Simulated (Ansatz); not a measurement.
Hf under changes of volume

One of the cells (21.882 Å³/atom); the others are scaled copies at fixed shape and fractional positions:

```
Hf
1.0
     0.00000    2.22000    2.22000
     2.22000    0.00000    2.22000
     2.22000    2.22000    0.00000
Hf
1
Direct
  0.00000 0.00000 0.00000
```

This isn't the form of Hf at room conditions, which is hcp.

* Program: Ansatz 0.2.0
* Functional: PBE0
* Potentials or basis: Ansatz PAW
* Cutoff: 420 eV (not typed: the program's choice for these potentials)
* k mesh: 6 × 6 × 6
* Occupations: fermi-dirac, width 0.05 eV
* Spin: no spin polarisation

```csv
volume (Å³/atom),energy over the lowest point (meV/atom),pressure (GPa)
20.569,?,?
21.007,71.97,9.3
21.444,50.61,6.4
21.882,36.94,3.8
22.320,4.47,2.9
22.757,0.00,0.5
23.195,1.63,-1.6
```

**Question.** What does the run at 20.569 Å³/atom give?

**Answer.** Energy over the lowest point 101.49 meV/atom; pressure 12.4 GPa.

The energies don't lie on one smooth curve, so no fit is given. The run at 22.320 Å³/atom lies farthest off, from a change of basis, grid or state.

Energies are extrapolated to zero smearing.

Caveats: all runs use coarse meshes; the PAW data sets come from PBE, with cores solved anew for the run's functional, which leaves a small shift of forces and pressure; the thresholds are loose for stress.
